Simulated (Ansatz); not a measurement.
# Si64O (interstitial O in Si, 64-site cell, O held 0.0 A off the bond axis): the cost of one run

Method: DFT PBE, scalar-relativistic, plane waves, PAW, in Ansatz 0.2.0.

### Step 1. The starting structure

The structure is trigonal, space group R-3m (No. 166). The conventional cell has a = 15.361 Å, b = 15.361 Å, c = 18.814 Å, α = 90.00°, β = 90.00°, γ = 120.00°. O (site symmetry -3m) is surrounded by 2 Si at 1.62 Å. Si (site symmetry 3m) has 1 O at 1.62 Å as nearest neighbours. Si (site symmetry m) has 4 Si at 2.31 to 2.35 Å as nearest neighbours. Around Si (site symmetry 1) lie 4 Si at 2.35 to 2.36 Å. Si (site symmetry m) has 4 Si at 2.35 Å as nearest neighbours. Si (site symmetry m) has 4 Si at 2.34 to 2.35 Å as nearest neighbours. Si (site symmetry 1) has 4 Si at 2.35 Å as nearest neighbours. Only part of the 11 independent sites is listed.

Structure file:

```
O Si
1.0
    10.86200    0.00000    0.00000
     0.00000   10.86200    0.00000
     0.00000    0.00000   10.86200
O Si
1 64
Direct
  0.06250 0.06250 0.06250
  0.97664 0.97664 0.97664
  0.14836 0.14836 0.14836
  0.00305 0.25924 0.25924
  0.25924 0.00305 0.25924
  0.25924 0.25924 0.00305
  0.12195 0.86576 0.86576
  0.86576 0.12195 0.86576
  0.86576 0.86576 0.12195
  0.99999 0.24795 0.75127
  0.99999 0.75127 0.24795
  0.24795 0.99999 0.75127
  0.75127 0.99999 0.24795
  0.24795 0.75127 0.99999
  0.75127 0.24795 0.99999
  0.12501 0.37373 0.87705
  0.12501 0.87705 0.37373
  0.37373 0.12501 0.87705
  0.87705 0.12501 0.37373
  0.37373 0.87705 0.12501
  0.87705 0.37373 0.12501
  0.00005 0.00005 0.49995
  0.00005 0.49995 0.00005
  0.49995 0.00005 0.00005
  0.99678 0.74381 0.74381
  0.74381 0.99678 0.74381
  0.74381 0.74381 0.99678
  0.12495 0.12495 0.62504
  0.12495 0.62504 0.12495
  0.62504 0.12495 0.12495
  0.12822 0.38119 0.38119
  0.38119 0.12822 0.38119
  0.38119 0.38119 0.12822
  0.50294 0.25141 0.25141
  0.25141 0.50294 0.25141
  0.25141 0.25141 0.50294
  0.62206 0.87358 0.87358
  0.87358 0.62206 0.87358
  0.87358 0.87358 0.62206
  0.49966 0.24883 0.75137
  0.49966 0.75137 0.24883
  0.24883 0.49966 0.75137
  0.75137 0.49966 0.24883
  0.24883 0.75137 0.49966
  0.75137 0.24883 0.49966
  0.62535 0.37363 0.87617
  0.62535 0.87617 0.37363
  0.37363 0.62535 0.87617
  0.87617 0.62535 0.37363
  0.37363 0.87617 0.62535
  0.87617 0.37363 0.62535
  0.99938 0.50159 0.50159
  0.50159 0.99938 0.50159
  0.50159 0.50159 0.99938
  0.49749 0.74894 0.74894
  0.74894 0.49749 0.74894
  0.74894 0.74894 0.49749
  0.12562 0.62341 0.62341
  0.62341 0.12562 0.62341
  0.62341 0.62341 0.12562
  0.62751 0.37605 0.37605
  0.37605 0.62751 0.37605
  0.37605 0.37605 0.62751
  0.50015 0.50015 0.50015
  0.62485 0.62485 0.62485
```

### Step 2. Relaxing the atoms: Si64O defect cell, no spin

input.yaml

```yaml
crystal:
  lattice:
    - [10.862, 0.0, 0.0]
    - [0.0, 10.862, 0.0]
    - [0.0, 0.0, 10.862]
  atoms:
    - { symbol: O, position: [0.0625, 0.0625, 0.0625] }
    - { symbol: Si, position: [0.976636, 0.976636, 0.976636] }
    - { symbol: Si, position: [0.148364, 0.148364, 0.148364] }
    - { symbol: Si, position: [0.003047, 0.259243, 0.259243] }
    - { symbol: Si, position: [0.259243, 0.003047, 0.259243] }
    - { symbol: Si, position: [0.259243, 0.259243, 0.003047] }
    - { symbol: Si, position: [0.121953, 0.865757, 0.865757] }
    - { symbol: Si, position: [0.865757, 0.121953, 0.865757] }
    - { symbol: Si, position: [0.865757, 0.865757, 0.121953] }
    - { symbol: Si, position: [0.999989, 0.247949, 0.751273] }
    - { symbol: Si, position: [0.999989, 0.751273, 0.247949] }
    - { symbol: Si, position: [0.247949, 0.999989, 0.751273] }
    - { symbol: Si, position: [0.751273, 0.999989, 0.247949] }
    - { symbol: Si, position: [0.247949, 0.751273, 0.999989] }
    - { symbol: Si, position: [0.751273, 0.247949, 0.999989] }
    - { symbol: Si, position: [0.125011, 0.373727, 0.877051] }
    - { symbol: Si, position: [0.125011, 0.877051, 0.373727] }
    - { symbol: Si, position: [0.373727, 0.125011, 0.877051] }
    - { symbol: Si, position: [0.877051, 0.125011, 0.373727] }
    - { symbol: Si, position: [0.373727, 0.877051, 0.125011] }
    - { symbol: Si, position: [0.877051, 0.373727, 0.125011] }
    - { symbol: Si, position: [5.0e-05, 5.0e-05, 0.499955] }
    - { symbol: Si, position: [5.0e-05, 0.499955, 5.0e-05] }
    - { symbol: Si, position: [0.499955, 5.0e-05, 5.0e-05] }
    - { symbol: Si, position: [0.996778, 0.743812, 0.743812] }
    - { symbol: Si, position: [0.743812, 0.996778, 0.743812] }
    - { symbol: Si, position: [0.743812, 0.743812, 0.996778] }
    - { symbol: Si, position: [0.12495, 0.12495, 0.625045] }
    - { symbol: Si, position: [0.12495, 0.625045, 0.12495] }
    - { symbol: Si, position: [0.625045, 0.12495, 0.12495] }
    - { symbol: Si, position: [0.128222, 0.381188, 0.381188] }
    - { symbol: Si, position: [0.381188, 0.128222, 0.381188] }
    - { symbol: Si, position: [0.381188, 0.381188, 0.128222] }
    - { symbol: Si, position: [0.502938, 0.251415, 0.251415] }
    - { symbol: Si, position: [0.251415, 0.502938, 0.251415] }
    - { symbol: Si, position: [0.251415, 0.251415, 0.502938] }
    - { symbol: Si, position: [0.622062, 0.873585, 0.873585] }
    - { symbol: Si, position: [0.873585, 0.622062, 0.873585] }
    - { symbol: Si, position: [0.873585, 0.873585, 0.622062] }
    - { symbol: Si, position: [0.499655, 0.248832, 0.75137] }
    - { symbol: Si, position: [0.499655, 0.75137, 0.248832] }
    - { symbol: Si, position: [0.248832, 0.499655, 0.75137] }
    - { symbol: Si, position: [0.75137, 0.499655, 0.248832] }
    - { symbol: Si, position: [0.248832, 0.75137, 0.499655] }
    - { symbol: Si, position: [0.75137, 0.248832, 0.499655] }
    - { symbol: Si, position: [0.625345, 0.37363, 0.876168] }
    - { symbol: Si, position: [0.625345, 0.876168, 0.37363] }
    - { symbol: Si, position: [0.37363, 0.625345, 0.876168] }
    - { symbol: Si, position: [0.876168, 0.625345, 0.37363] }
    - { symbol: Si, position: [0.37363, 0.876168, 0.625345] }
    - { symbol: Si, position: [0.876168, 0.37363, 0.625345] }
    - { symbol: Si, position: [0.999382, 0.501593, 0.501593] }
    - { symbol: Si, position: [0.501593, 0.999382, 0.501593] }
    - { symbol: Si, position: [0.501593, 0.501593, 0.999382] }
    - { symbol: Si, position: [0.497491, 0.748945, 0.748945] }
    - { symbol: Si, position: [0.748945, 0.497491, 0.748945] }
    - { symbol: Si, position: [0.748945, 0.748945, 0.497491] }
    - { symbol: Si, position: [0.125618, 0.623407, 0.623407] }
    - { symbol: Si, position: [0.623407, 0.125618, 0.623407] }
    - { symbol: Si, position: [0.623407, 0.623407, 0.125618] }
    - { symbol: Si, position: [0.627509, 0.376055, 0.376055] }
    - { symbol: Si, position: [0.376055, 0.627509, 0.376055] }
    - { symbol: Si, position: [0.376055, 0.376055, 0.627509] }
    - { symbol: Si, position: [0.500153, 0.500153, 0.500153] }
    - { symbol: Si, position: [0.624847, 0.624847, 0.624847] }
scf:
  occupations: { method: fixed }
output:
  forces: true
  stress: false
  eigenvalues: true
kpoints:
  mp_grid: { grid: [2, 2, 2], shift: [0.5, 0.5, 0.5] }
hamiltonian:
  xc: pbe
basis:
  xc_grid: 3
relax:
  f_tol: 0.004
  max_steps: 60
  constraints:
    - { sites: [0, 21, 22, 23, 24, 25, 26, 27, 28, 29, 30, 31, 32, 33, 34, 35, 36, 37, 38, 39, 40, 41, 42, 43, 44, 45, 46, 47, 48, 49, 50, 51, 52, 53, 54, 55, 56, 57, 58, 59, 60, 61, 62, 63, 64] }
```

The run is started by

```
> ansatz run input.yaml --threads 8 --pin off --max-ram 18432MiB --backend cpu --events-out ev --progress --plain --runs-dir out
```

What time and memory should one allow on 8 threads of Intel Xeon 6975P-C (Granite Rapids), shared host?

About 7.1 s, with a peak of 3.5 GiB.
